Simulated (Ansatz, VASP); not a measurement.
## One calculation of MgO, two programs

File POSCAR:

```
MgO
1.0
    0.0000000000      2.1351500000      2.1351500000
    2.1351500000      0.0000000000      2.1351500000
    2.1351500000      2.1351500000      0.0000000000
Mg O
1 1
Direct
    0.0000000000      0.0000000000      0.0000000000
    0.4941456104      0.4941456104      0.5058543896
```

File INCAR.step1:

```
  PREC = Accurate
  ENCUT = 520
  ISMEAR = 0
  SIGMA = 0.05
  LREAL = F
  LASPH = T
  NELM = 80
  NBANDS = 11
  GGA = PE
  ALGO = Normal
  EDIFF = 1E-4
  LWAVE = T
  LCHARG = F
```

INCAR.step2

```
  PREC = Accurate
  ENCUT = 520
  EDIFF = 1E-7
  ISMEAR = 0
  SIGMA = 0.05
  LREAL = F
  LASPH = T
  NELM = 80
  ALGO = Normal
  ISIF = 2
  LWAVE = F
  LCHARG = T
  METAGGA = R2SCAN
  LMIXTAU = T
  LELF = T
  LVHAR = T
  NBANDS = 11
  ISTART = 1
```

The input KPOINTS:

```
regular mesh
0
Gamma
  10 10 10
```

Input for Ansatz:

```yaml
crystal:
  lattice:
    - [0.0, 2.13515, 2.13515]
    - [2.13515, 0.0, 2.13515]
    - [2.13515, 2.13515, 0.0]
  atoms:
    - { symbol: Mg, position: [0.0, 0.0, 0.0] }
    - { symbol: O, position: [0.4941456104, 0.4941456104, 0.5058543896] }
basis:
  ecutwfc: 500
kpoints:
  mp_grid: { grid: [10, 10, 10] }
hamiltonian:
  xc: r2scan
scf:
  occupations: { method: gaussian, width: 0.05 }
output:
  forces: true
  stress: true
  eigenvalues: true
```

Change from the starting cell: all O atoms moved +0.025 Å, as atom 2 towards its neighbour atom 1 (Mg) at 2.135 Å.

Alike in both runs: task single point; functional r2SCAN; k mesh 10 × 10 × 10; occupations gaussian, width 0.05 eV; no spin polarisation.

```csv
,VASP,Ansatz
version,VASP 6.6.1,Ansatz 0.2.0
potentials or method,"VASP PAW PBE potentials, release 64 (Mg, O)","scalar-relativistic, plane waves, PAW"
plane-wave cutoff (eV),520,500
valence electrons in the cell,8,16
```

Ansatz gave:

| Quantity | Value |
| --- | --- |
| gap on the k mesh at the Fermi level (eV) | 5.22 |
| least direct gap on the mesh (eV) | 5.22 |
| pressure (GPa) | -7.0 |
| largest component of the traceless stress (GPa) | 0.13 |
| rms of the force components (eV/Å) | 0.065 |

Q: Estimate VASP's values.

A: gap on the k mesh at the Fermi level (eV): 5.20; least direct gap on the mesh (eV): 5.20; pressure (GPa): -8.1; largest component of the traceless stress (GPa): 0.13; rms of the force components (eV/Å): 0.065.

Atom by atom the forces differ by 0.001 eV/Å (rms over components). The two sets of potentials don't hold the same shells in valence.

Caveats: the PAW data sets were made with another functional, which shifts forces and pressure a little (VASP).
